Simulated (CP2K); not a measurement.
The system is FeO (Wuestite).

```xyz
2
Lattice="3.0699 0.0000 0.0000 1.5670 2.6398 0.0000 1.5670 0.8921 2.4845" Properties=species:S:1:pos:R:3 pbc="T T T"
Fe    0.0000    0.0000    0.0000
O     3.1019    1.7660    1.2423
```

Base run:

| Property | Result |
| --- | --- |
| Program | CP2K 2026.2 |
| Functional | PBE |
| Potentials or basis | POTENTIAL_UZH Fe GTH-PBE-q16, O GTH-PBE-q6; TZVP-MOLOPT-PBE-GTH basis |
| Density cutoff | 8163 eV |
| k mesh | 11 × 11 × 11 |
| Occupations | fermi-dirac, width 0.0259 eV |
| Spin | collinear spin, ferromagnetic start |
| Starting moments | [3.0, 0.0] μB |

Its results: band gap on the k mesh none (metal or under the smearing width); pressure -0.7 GPa; net moment 4.00 μB per cell; site moments Fe +3.79; O +0.22 μB.

Problem. The run is repeated on the same cell with these changes: functional from PBE to PBEsol; occupations from fermi-dirac, width 0.0259 eV to fermi-dirac, width 0.05 eV. What comes out?

Solution. Band gap on the k mesh none (metal or under the smearing width); pressure -8.5 GPa; net moment 4.00 μB per cell; site moments Fe +3.77; O +0.23 μB.

Caveats: the basis of atomic orbitals isn't converged, which shifts pressures, moduli and gaps; a cell with one magnetic atom can't hold antiferromagnetic order, which such compounds often take; semilocal functionals often make such compounds metallic where correlation or magnetic order opens a gap, which also shifts bond lengths; the potentials were made for another functional, which shifts forces and pressure (some runs).

Not every run made on this cell is shown here.
